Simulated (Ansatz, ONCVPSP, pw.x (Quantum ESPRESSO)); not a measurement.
## Ge (Z = 32): one change to the ONCV potential, in the atom and in the fcc crystal

```json
{"Element": "Ge", "Generator": "ONCVPSP 4.0.1", "Type": "optimised norm-conserving Vanderbilt (ONCV)", "Functional": "PBE", "Relativity": "scalar-relativistic", "Frozen core": "[Ar] 3d10", "Valence charge": "4", "Reference configuration": "4s1 4p3", "Partial waves": "4s: rc 1.65 bohr, ncon 4, nbas 8, qcut 4.1 1/bohr, 2 projectors, debl 2.9 Ha; 4p: rc 2.05 bohr, ncon 3, nbas 7, qcut 4.3 1/bohr, 2 projectors, debl 1.7 Ha; d scattering state at 0.14 Ha: rc 1.90 bohr, ncon 3, nbas 7, qcut 5.5 1/bohr, 2 projectors, debl 2.3 Ha", "Local potential": "polynomial inside 1.25 bohr (lpopt 5, dvloc0 2 Ha)", "Core correction": "Teter function, fcfact 4.25, rcfact 1.05"}
```

Change: core correction Teter function, fcfact 4.25, rcfact 1.7.

Cutoffs, loose and tight: the cutoffs (Ha) at which the residual kinetic energy of the hardest occupied pseudo-wave falls to 1 and 0.1 mHa per electron. They do not see the model core or the augmentation charge, which bear on the density cutoff. Test errors are all-electron minus pseudo excitation energies from the reference, over the configurations 4s2 4p2; 4s2 4p1; 4s2 4p0; 4s1 4p0; variants that change the core or the reference have their own tests.

Crystal test: fcc Ge in pw.x 7.5, no spin, 13³ k-points, Fermi–Dirac smearing 0.01 Ry, cutoffs set for each file from its atomic test. The reference is all-electron LAPW (Ansatz 0.2.0) with the same functional, mesh and smearing; V0 and B0 come from Birch–Murnaghan fits to the pressures at five volumes. Errors are pseudo minus all-electron; Δ is the rms difference of the E(V) curves that follow from these fits, minima aligned, over ±6 % about the mean V0. Mesh and smearing are coarse, so the numbers serve the comparison and aren't converged zero-temperature values; the lattice is a test structure that the element need not adopt.

All-electron: a0 = 4.278 Å (V0 = 19.58 Å³/atom), B0 = 60.8 GPa.

Problem. Does the change bring the crystal closer to the all-electron result?

Solution. The mean pressure error goes from -0.50 to -2.10 GPa, so the change moves the solid further from the all-electron pressures.

| quantity | base | changed |
| --- | --- | --- |
| outcome (atom) | generated | generated |
| cutoff, loose (atom) | 9.0 Ha | 9.0 Ha |
| cutoff, tight (atom) | 34 Ha | 34 Ha |
| bound ghosts (atom) | none | none |
| largest test error (meV) (atom) | +71 | -854 |
| cutoffs in pw.x (Ry) | 80/320 | 80/320 |
| a0 (Å) | 4.267 | 4.228 |
| a0 error (%) | -0.27 | -1.18 |
| B0 error (%) | +1.5 | +5.2 |
| Δ (meV/atom) | 2.1 | 9.3 |
| mean pressure error (GPa) | -0.50 | -2.10 |

Base: The generator flags a localised state at positive energy (d at 15 eV). The cutoffs count occupied waves only; projector 2 of the d channel, the hardest unoccupied one, needs 111 Ha at the loose tolerance. Changed file: This is a poor potential for the solid. The generator flags a localised state at positive energy (d at 15 eV). The cutoffs count occupied waves only; projector 2 of the d channel, the hardest unoccupied one, needs 111 Ha at the loose tolerance.
